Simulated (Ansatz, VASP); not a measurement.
# Al2O3 in two plane-wave programs, part 2 of 2

Wanted: the spread between two codes on one cell, functional and k mesh. The structure shown is frame 474 of Ansatz's trajectory.

VASP 6.6.1 and Ansatz 0.2.0.

So far: The structure; Ansatz: dynamics, PBE.

### 3. VASP: single point, PBE

Level of this step: PBE; plane waves and PAW (Al, O) (VASP).

The same cell, functional, mesh and smearing now go to VASP, with its own data sets.

Lines of VASP's logs that name or quote its potential files are left out, and so is its time.

Contents of INCAR:

```
SYSTEM = Al2O3
PREC = Accurate
ENCUT = 520
EDIFF = 1E-06
NELM = 120
ISMEAR = -1
SIGMA = 0.207
LREAL = Auto
ALGO = Normal
GGA = PE
NBANDS = 232
LORBIT = 11
LWAVE = .FALSE.
LCHARG = .FALSE.
ISIF = 2
LASPH = .TRUE.
GGA_COMPAT = .FALSE.
EFERMI = MIDGAP
NCORE = 2
```

Contents of POSCAR:

```
Al2O3
1.0
    9.5429000000      0.0000000000      0.0000000000
    0.0000000000      9.5429000000      0.0000000000
    0.0000000000      0.0000000000      9.5429000000
Al O
30 45
Direct
    0.1038468390      0.3509205797      0.1608944870
    0.3250374624      0.4924918002      0.9568160622
    0.6163744774      0.8692431022      0.7952823565
    0.4903016903      0.7209234090      0.5525364407
    0.7461358706      0.5325634765      0.7508095024
    0.5325634765      0.4095400769      0.5162581605
    0.2631904348      0.9030273816      0.3175659391
    0.1836967798      0.9883263997      0.0723784175
    0.7522556036      0.3029058253      0.1692252879
    0.1907386643      0.8152448417      0.7316853367
    0.4836475285      0.8044200400      0.0989741064
    0.1242075260      0.6100870804      0.4447494996
    0.4291672343      0.1874796969      0.0948139454
    0.6910792317      0.0060987750      0.0760146287
    0.8613105031      0.5617998722      0.3642184242
    0.3848410860      0.9859791049      0.8189858429
    0.9645495604      0.3518112943      0.6078550545
    0.0950444833      0.6684655608      0.1291745696
    0.5026773832      0.0266271259      0.3793081768
    0.0489369060      0.1103542948      0.7620849008
    0.8948118496      0.2859927276      0.9013926584
    0.6808831697      0.1201102390      0.6348908613
    0.9293925327      0.8138092194      0.9363820222
    0.9774806401      0.0822077146      0.3081977177
    0.7458738958      0.6481153528      0.0370642048
    0.5276593069      0.5590124595      0.2441186641
    0.5997547915      0.3341646669      0.8713703382
    0.8962789089      0.8444917164      0.5824120550
    0.2451351266      0.2324450639      0.3771285458
    0.2519464733      0.3864862882      0.6628592985
    0.1124291358      0.2439824372      0.6515839001
    0.5189093462      0.0815161010      0.7360655566
    0.4038185457      0.6145196953      0.1229605256
    0.3108279454      0.5288119964      0.7631118423
    0.6796780853      0.4845801591      0.9139884102
    0.7340850266      0.5204707164      0.2090559474
    0.8000398202      0.4211508032      0.4772762997
    0.4247031825      0.8332687129      0.4179966258
    0.0940175418      0.9853713232      0.2443911180
    0.7421957686      0.7359607666      0.8303031573
    0.9275691876      0.6743547559      0.0556015467
    0.3330119775      0.0752287041      0.3484684949
    0.3018160098      0.0889037923      0.9744417315
    0.8784017437      0.1655995557      0.6914040805
    0.5684540339      0.5686112188      0.6488279244
    0.1396116485      0.7323140764      0.2949417892
    0.4702239361      0.5775078854      0.4041433946
    0.0435087866      0.1347179579      0.9477307737
    0.2190843454      0.0033323204      0.7165536682
    0.9744312526      0.9753953201      0.4627733708
    0.6530404804      0.7437466598      0.1397793124
    0.6486393025      0.3148204424      0.6956166365
    0.9944042167      0.8394198828      0.7448155173
    0.3278982280      0.8892894194      0.1376730344
    0.5670917646      0.3022666066      0.2212115814
    0.5035366608      0.8938373031      0.9457292856
    0.1202359870      0.4550293936      0.5445409676
    0.1921742866      0.7357931027      0.5586456947
    0.2988190173      0.3010510432      0.1916188999
    0.5648911756      0.0357438514      0.1973089941
    0.3620387932      0.3094656761      0.5074243679
    0.9275063136      0.4028335202      0.7706462396
    0.4246717455      0.3047815654      0.9155183435
    0.7063471272      0.8868478136      0.6152322669
    0.4140565237      0.8040951912      0.7265715873
    0.1933479341      0.5030022320      0.0736778128
    0.6762828909      0.2091607373      0.9877710130
    0.1277808633      0.7915832713      0.9885045426
    0.0008068826      0.5029288791      0.2643745612
    0.9242054302      0.3495687894      0.0943528697
    0.8916786302      0.6988546459      0.4850097979
    0.7780863260      0.9118402163      0.9636693248
    0.0663634744      0.2435318404      0.3332320364
    0.8261115594      0.0929172474      0.1671923629
    0.6051305159      0.1402927831      0.4826205870
```

Contents of KPOINTS:

```
Automatic mesh
0
Gamma
1 1 1
0 0 0
```

PAW data sets: Al and O (PBE family, release 64).

Run with:

```bash
mpirun -np 8 vasp_gam
```

Numbers of over 12 decimals in the logs are rounded to 6 here.

Output:

```text
[banner, memory and clock lines left out]
running    8 mpi-ranks, on    1 nodes
[...]
LDA part: xc-table for (Slater+PW92), standard interpolation
 POSCAR, INCAR and KPOINTS ok, starting setup
[...]
entering main loop
       N       E                     dE             d eps       ncg     rms          rms(c)
DAV:   1     0.302419229522E+04    0.30242E+04   -0.20862E+05   472   0.152E+03
DAV:   2    -0.316928508674E+03   -0.33411E+04   -0.32033E+04   592   0.352E+02
DAV:   3    -0.598860817826E+03   -0.28193E+03   -0.27937E+03   544   0.109E+02
DAV:   4    -0.604213803366E+03   -0.53530E+01   -0.53336E+01   536   0.165E+01
[...]
DAV:  16    -0.518647500432E+03   -0.19206E-04   -0.32224E-05   512   0.163E-02    0.743E-03
DAV:  17    -0.518647501871E+03   -0.14388E-05   -0.88714E-06   544   0.896E-03    0.404E-03
DAV:  18    -0.518647502314E+03   -0.44260E-06   -0.19581E-06   360   0.353E-03
   1 F= -.51864750E+03 E0= -.51858137E+03  d E =-.132269E+00
```

From OUTCAR (step 3):

```text
  Total      -16.3855867     -8.1161515    -23.1502302      4.2370583     -3.3798938    -24.4953387
  in kB      -30.2086600    -14.9630321    -42.6800360      7.8114904     -6.2312119    -45.1598939
  external PRESSURE =     -29.2839094 kB  Pullay stress =       0.0000000 kB

 POSITION                                       TOTAL-FORCE (eV/Angst)
 -----------------------------------------------------------------------------------
      0.99100      3.34880      1.53540        -0.580895      2.053090      1.169688
      3.10180      4.69980      9.13080         2.250122     -0.742606     -1.324279
      5.88200      8.29510      7.58930         0.847582     -0.034790     -1.336472
      4.67890      6.87970      5.27280        -1.511766     -0.615838      1.006781
      7.12030      5.08220      7.16490        -1.582273      1.085337     -2.332344
      5.08220      3.90820      4.92660         1.196805     -0.155834      1.132505
      2.51160      8.61750      3.03050        -1.822573     -3.057389      0.576585
      1.75300      9.43150      0.69070        -1.251982     -0.840009     -1.197173
      7.17870      2.89060      1.61490        -1.014224     -0.782154     -0.296822
      1.82020      7.77980      6.98240        -0.106378     -0.711668     -3.097130
      4.61540      7.67650      0.94450        -1.701866     -1.169518      0.914266
      1.18530      5.82200      4.24420        -0.679098      2.320978     -0.615073
      4.09550      1.78910      0.90480         0.156948      2.124660      0.387415
      6.59490      0.05820      0.72540         0.996799      3.194196      1.244198
[...]
-----------------------------------------------------------------------------------
    total drift:                               -0.013593     -0.005014      0.001432

  FREE ENERGIE OF THE ION-ELECTRON SYSTEM (eV)
  ---------------------------------------------------
  free  energy   TOTEN  =      -518.6475023136 eV

  energy  without entropy=     -518.5152329588  energy(sigma->0) =     -518.58136764

[... 3 further parts left out ...]
[key lines of the parts left out:]
E-fermi :   5.1021
```

The run ends at a pressure of -2.93 GPa, with forces up to 8.8 eV/Å.

### 4. Side by side

Known differences besides the potentials themselves: the cutoff is 420 eV in Ansatz and 520 eV in VASP (PREC = Accurate, projectors in real space). Total energies have different zeros and are not compared.

Forces on 7 of the 75 atoms, those with the largest forces and the largest differences (eV/Å; atoms numbered as in POSCAR):

```tsv
atom	Ansatz x, y, z	VASP x, y, z
Al24	-5.918, 0.913, 2.345	-6.000, 0.976, 2.357
Al25	1.444, -4.241, -1.748	1.496, -4.305, -1.807
Al26	2.914, -2.360, -3.272	2.949, -2.385, -3.299
O39	6.095, -2.846, -5.467	6.172, -2.894, -5.521
O40	1.194, -5.879, 0.077	1.206, -5.887, 0.079
O51	-3.904, 3.265, 2.640	-3.951, 3.304, 2.685
O62	-1.952, 4.770, 2.204	-1.980, 4.790, 2.217
```

The forces differ by 22 meV/Å r.m.s., which is 1.2 % of the r.m.s. force of 1.861 eV/Å (both taken over all components).

### 5. Results

```json
{
 "r.m.s. force difference (single point, PBE)": "1.2 % of the r.m.s. force"
}
```

**Reading.** The r.m.s. force difference is 1.2 % of the r.m.s. force (single point, PBE), within the 3 % picked in this series as the mark of a large difference. 2 further runs of this series are not shown here. Such differences can come from data sets, numerical settings and the points named under the comparisons, not from the functional's error against experiment.

[Lines on the potential files, build, host, timing and source positions are cut from VASP's logs without a mark.]

[Logs are printed without paths, hosts, clocks, repeated set-up lines and the standing remarks that a program may print on its own settings, such as how far it seeks lower states.]

[Hosts, paths, dates, database ids (printed as entryN), source tags and the programs' standing remarks are cut or masked in the printed files.]
